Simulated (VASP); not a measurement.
Crystal: SnSe2.

```
CELL_PARAMETERS angstrom
3.81100 0.00000 0.00000
-1.90550 3.30042 0.00000
0.00000 0.00000 6.13600
ATOMIC_POSITIONS crystal
Sn 0.00000 0.00000 0.00000
Se 0.33333 0.66667 0.24900
Se 0.66667 0.33333 0.75100
```

| Property | Result |
| --- | --- |
| Program | VASP 6.6.1 |
| Task | relaxation of cell and atoms |
| Functional | r2SCAN |
| Potentials or basis | VASP PAW PBE potentials, release 64 (Sn_d, Se) |
| Cutoff | 600 eV |
| k mesh | 6 × 6 × 4 |
| Occupations | gaussian, width 0.02 eV |
| Spin | no spin polarisation |

At the start: pressure 3.7 GPa; volume 25.73 Å³/atom.

Task: How do energy, volume and symmetry change on relaxing?

Result: Over 11 steps the energy falls by 17.5 meV/atom and the volume is 27.76 Å³/atom (+7.9 %); space group P-3m1 (No. 164, to 0.05 Å).

The path:
```csv
step,energy change (eV),largest force (eV/Å),pressure (GPa),volume (Å³)
1,0.0000,0.5267,3.68,77.18
2,-0.0065,0.5208,-2.87,83.97
3,-0.0451,0.0502,-0.03,80.58
4,-0.0451,0.0396,0.04,80.51
5,-0.0463,0.0572,0.07,80.56
6,-0.0475,0.0999,0.17,80.67
7,-0.0485,0.0948,0.11,80.94
8,-0.0507,0.0791,-0.03,81.77
9,-0.0523,0.0494,-0.26,83.42
10,-0.0505,0.1314,0.67,82.94
11,-0.0526,0.0017,0.01,83.28
```

Final structure:
```
CELL_PARAMETERS angstrom
3.84498 0.00000 0.00000
-1.92249 3.32985 0.00000
0.00000 0.00000 6.50498
ATOMIC_POSITIONS crystal
Sn 0.00000 0.00000 0.00000
Se 0.33333 0.66667 0.24175
Se 0.66667 0.33333 0.75825
```

Caveat: the PAW data sets were made with another functional, which shifts forces and pressure a little.
